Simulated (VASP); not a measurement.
# Au (Fm-3m) in VASP: notebook

Runs on Au. Level: PBEsol. Tasks: relaxation of cell and atoms.

Program: VASP 6.6.1. These are calculated values, not measurements. Logs are shortened: lines on timing, memory, paths and dates and some standing lists are left out, and cuts for length are marked.

## 1. The crystal as given

Symmetry: Fm-3m, No. 225, cubic system. The conventional cell has a = 4.070 Å, b = 4.070 Å, c = 4.070 Å, α = 90.00°, β = 90.00°, γ = 90.00°. Au (site symmetry m-3m) has 12 Au at 2.88 Å as nearest neighbours.

## 2. Relaxation of cell and atoms, PBEsol

INCAR reads:

```
ALGO = Normal ; EDIFF = 1E-6
EDIFFG = -0.01 ; ENCUT = 600
GGA = PS ; IBRION = 2
ISIF = 3 ; ISMEAR = 1
LASPH = True ; LCHARG = False
LREAL = False ; LWAVE = False
NELM = 80 ; NSW = 90
PREC = Accurate ; SIGMA = 0.1
```

KPOINTS reads:

```
k-points
0
Gamma
  16 16 16
```

POSCAR reads:

```
Au
1.0
    0.0000000000      2.0350000000      2.0350000000
    2.0350000000      0.0000000000      2.0350000000
    2.0350000000      2.0350000000      0.0000000000
Au
1
Direct
    0.0000000000      0.0000000000      0.0000000000
```

Potentials or basis: VASP PAW PBE potentials, release 64 (Au).

Command:

```bash
$ cat potpaw_PBE.64/Au/POTCAR > POTCAR
$ mpirun -np 1 vasp_std > vasp.out
```

OUTCAR:

```text
EDIFF = 1E-6
   EDIFFG = -0.01
   ENCUT = 600
   GGA = PS
   IBRION = 2
   ISIF = 3
   ISMEAR = 1
   LASPH = True
   LREAL = False
   NELM = 80
   NSW = 90
   PREC = Accurate

 ion  position               nearest neighbor table
   1  0.000  0.000  0.000-

  LATTYP: Found a face centered cubic cell.
 ALAT       =     4.0700000000

  Lattice vectors:

 A1 = (   0.0000000000,   2.0350000000,   2.0350000000)
 A2 = (   2.0350000000,   0.0000000000,   2.0350000000)
 A3 = (   2.0350000000,   2.0350000000,   0.0000000000)

Analysis of symmetry for initial positions (statically):
=====================================================================
 Subroutine PRICEL returns:
 Original cell was already a primitive cell.

 Routine SETGRP: Setting up the symmetry group for a
 face centered cubic supercell.

 Subroutine GETGRP returns: Found 48 space group operations
 (whereof 48 operations were pure point group operations)
 out of a pool of 48 trial point group operations.

The static configuration has the point symmetry O_h .

Analysis of symmetry for dynamics (positions and initial velocities):
=====================================================================
 Subroutine PRICEL returns:
 Original cell was already a primitive cell.

 Routine SETGRP: Setting up the symmetry group for a
 face centered cubic supercell.

 Subroutine GETGRP returns: Found 48 space group operations
 (whereof 48 operations were pure point group operations)
 out of a pool of 48 trial point group operations.

The dynamic configuration has the point symmetry O_h .

 Subroutine INISYM returns: Found 48 space group operations
 (whereof 48 operations are pure point group operations),
 and found     1 'primitive' translations

----------------------------------------------------------------------------------------

                                     Primitive cell

  volume of cell :      16.8548

  direct lattice vectors                    reciprocal lattice vectors
     0.000000000  2.035000000  2.035000000    -0.245700246  0.245700246  0.245700246
     2.035000000  0.000000000  2.035000000     0.245700246 -0.245700246  0.245700246
     2.035000000  2.035000000  0.000000000     0.245700246  0.245700246 -0.245700246

  length of vectors
     2.877924599  2.877924599  2.877924599     0.425565309  0.425565309  0.425565309

  position of ions in fractional coordinates (direct lattice)
     0.000000000  0.000000000  0.000000000
[... 94 lines left out ...]
   IMIX   =      4    mixing-type and parameters
     AMIX     =   0.40;   BMIX     =  1.00
     AMIX_MAG =   1.60;   BMIX_MAG =  1.00
  volume/ion in A,a.u.               =      16.85       113.74
  Fermi-wavevector in a.u.,A,eV,Ry     =   1.420032  2.683470 27.436005  2.016489
  Thomas-Fermi vector in A             =   2.540990
   LORBIT       =      0    0 simple, 1 ext, 2 COOP (PROOUT), +10 PAW based schemes
   GGA     = PS    functional components
   LHFCALC =     F    Hartree Fock is set to
   AEXX    =    0.0000 exact exchange contribution
   IVDW    =     0    specifies the selected vdW correction
   LEPSILON=     F    determine dielectric tensor
   LRPA    =     F    only Hartree local field effects (RPA)
 conjugate gradient relaxation of ions
 non-spin polarized calculation
 Methfessel and Paxton  Order N= 1 SIGMA  =   0.10
  energy-cutoff  :      600.00
  volume of cell :       16.85
 maximum number of plane-waves:       588
   NGX = 11   NGY = 11   NGZ = 11

--------------------------------------- Ionic step        1  -------------------------------------------

 number of electron      10.9999999 magnetization

 Free energy of the ion-electron system (eV)
  ---------------------------------------------------
  ext. energy  EPLUGINS =         0.00000000
  ---------------------------------------------------
  free energy    TOTEN  =        -3.92290962 eV

  energy without entropy =       -3.92277103  energy(sigma->0) =       -3.92286343

------------------------ aborting loop because EDIFF is reached ----------------------------------------

  FORCE on cell =-STRESS in cart. coord.  units (eV):
  Direction    XX          YY          ZZ          XY          YZ          ZX
  --------------------------------------------------------------------------------------
  -------------------------------------------------------------------------------------
  Total        0.1647325      0.1647325      0.1647325      0.0000000      0.0000000     -0.0000000
  in kB       15.6590911     15.6590911     15.6590911      0.0000000      0.0000000     -0.0000000
  external PRESSURE =      15.6590911 kB  Pullay stress =       0.0000000 kB
[... 57 lines left out ...]
--------------------------------------- Ionic step        3  -------------------------------------------

 number of electron      11.0000000 magnetization

 Free energy of the ion-electron system (eV)
  ---------------------------------------------------
  ext. energy  EPLUGINS =         0.00000000
  ---------------------------------------------------
  free energy    TOTEN  =        -3.92361200 eV

  energy without entropy =       -3.92349290  energy(sigma->0) =       -3.92357230

 E-fermi :   9.2818     XC(G=0): -12.8990

 val. band max:        9.1821599900   @ k =   0.5000   0.2500   0.1250
 cond. band min:       9.2984758379   @ k =   0.5000   0.3125   0.1250
 fundamental gap:      0.1163158479
 Fermi energy:         9.2817912021

 k-point     1 :       0.0000    0.0000    0.0000
  band No.  band energies     occupation
      1      -0.6280      2.00000
      2       4.6267      2.00000
      3       4.6267      2.00000
      4       4.6267      2.00000
      5       6.1635      2.00000
      6       6.1635      2.00000
      7      23.8148      0.00000
      8      27.8236      0.00000
      9      27.8236      0.00000
[... 265 lines left out ...]
 k-point    24 :      -0.0625    0.0625    0.0000
  band No.  band energies     occupation
      1      -0.2673      2.00000
      2       4.4935      2.00000
      3       4.7397      2.00000
      4       4.7745      2.00000
      5       6.0369      2.00000
      6       6.1888      2.00000
      7      24.2188      0.00000
      8      26.1008      0.00000
      9      27.6053      0.00000

 [... further k-points ...]

------------------------ aborting loop because EDIFF is reached ----------------------------------------

  FORCE on cell =-STRESS in cart. coord.  units (eV):
  Direction    XX          YY          ZZ          XY          YZ          ZX
  --------------------------------------------------------------------------------------
  -------------------------------------------------------------------------------------
  Total       -0.0003131     -0.0003131     -0.0003131      0.0000000      0.0000000     -0.0000000
  in kB       -0.0295052     -0.0295052     -0.0295052      0.0000000      0.0000000     -0.0000000
  external PRESSURE =      -0.0295052 kB  Pullay stress =       0.0000000 kB
[... 16 lines left out ...]
  FREE ENERGIE OF THE ION-ELECTRON SYSTEM (eV)
  ---------------------------------------------------
  free  energy   TOTEN  =        -3.9236119994 eV

  energy  without entropy=       -3.9234928995  energy(sigma->0) =       -3.92357230

 reached required accuracy - stopping structural energy minimisation
```

CONTCAR:

```text
Au
   1.00000000000000
     0.0000000000000000    2.0408538050160780    2.0408538050160780
     2.0408538050160780    0.0000000000000000    2.0408538050160780
     2.0408538050160780    2.0408538050160780   -0.0000000000000000
  Au
     1
Direct
     0.0000000000000000    0.0000000000000000    0.0000000000000000

  0.00000000E+00  0.00000000E+00  0.00000000E+00
```

Run time: 28 s. Hardware: 1 thread of AMD EPYC 9R14 (Zen 4), shared host; peak memory 0.14 GiB.

Results:

```yaml
Free_energy: -3.9236 eV
Relaxed_volume: 17.00 Å³/atom
Relaxed_cell: a = 2.886 Å, b = 2.886 Å, c = 2.886 Å, α = 60.00°, β = 60.00°, γ = 60.00°
Space_group_after_relaxing_to_0.05_Å: Fm-3m (No. 225)
Energy_gained_by_relaxing: 0.7 meV/atom
Ionic_steps: 3
Pressure_after_relaxing: 0.0 GPa
Band_gap_on_the_k_mesh: none (metal or under the smearing width)
```

The path:
```tsv
step	energy change (eV)	largest force (eV/Å)	pressure (GPa)	volume (Å³)
1	0.0000	0.0000	1.57	16.85
2	0.0014	0.0000	-2.56	17.26
3	-0.0007	0.0000	0.00	17.00
```

Final structure:
```yaml
crystal:
  lattice:
    - [0.00000, 2.04085, 2.04085]
    - [2.04085, 0.00000, 2.04085]
    - [2.04085, 2.04085, 0.00000]
  atoms:
    - { symbol: Au, position: [0.00000, 0.00000, 0.00000] }
```

Caveat: the PAW data sets were made with another functional, which shifts forces and pressure a little. Zero-point motion and thermal expansion aren't in these numbers.

## 3. Relaxation of cell and atoms, PBEsol

This run uses another cell than the first one, of 17.00 Å³/atom, 1.009 times its volume.

INCAR: that of step 2 with these lines changed.

```diff
@@ -1,3 +1,3 @@
-ALGO = Normal ; EDIFF = 1E-6
-EDIFFG = -0.01 ; ENCUT = 600
+ALGO = Normal ; EDIFF = 1E-7
+EDIFFG = -0.005 ; ENCUT = 600
 GGA = PS ; IBRION = 2
```

KPOINTS is that of step 2.

POSCAR reads:

```
Au                                      
1.0
    0.0000000000      2.0408538050      2.0408538050
    2.0408538050      0.0000000000      2.0408538050
    2.0408538050      2.0408538050     -0.0000000000
  Au            
     1
Direct
     0.0000000000000000    0.0000000000000000    0.0000000000000000
```

Potentials or basis: VASP PAW PBE potentials, release 64 (Au).

Command:

```bash
$ cat potpaw_PBE.64/Au/POTCAR > POTCAR
$ mpirun -np 1 vasp_std > vasp.out
```

Run time: 15 s. Hardware: 1 thread of AMD EPYC 9R14 (Zen 4), shared host; peak memory 0.13 GiB.

Results (log left out):

* Free energy: -3.9236 eV
* Pressure after relaxing: 0.0 GPa
* Band gap on the k mesh: none (metal or under the smearing width)

Final structure:
```yaml
crystal:
  lattice:
    - [0.00000, 2.04085, 2.04085]
    - [2.04085, 0.00000, 2.04085]
    - [2.04085, 2.04085, 0.00000]
  atoms:
    - { symbol: Au, position: [0.00000, 0.00000, 0.00000] }
```

Levels at points of the mesh, in eV from the Fermi level:
```
           k point  band 2  band 3  band 4  band 5  band 6  band 7  band 8  band 9
(0.00, 0.00, 0.00)   -4.66   -4.66   -4.66   -3.12   -3.12   14.53   18.54   18.54
(0.50, 0.00, 0.00)   -4.69   -4.69   -1.91   -1.91   -1.00    3.10   13.97   17.15
(0.50, 0.50, 0.00)   -6.73   -1.95   -1.59   -1.59    0.98    5.80   10.00   10.00
```

Caveat: the relaxation stopped at its first step, so nothing moved; the PAW data sets were made with another functional, which shifts forces and pressure a little.
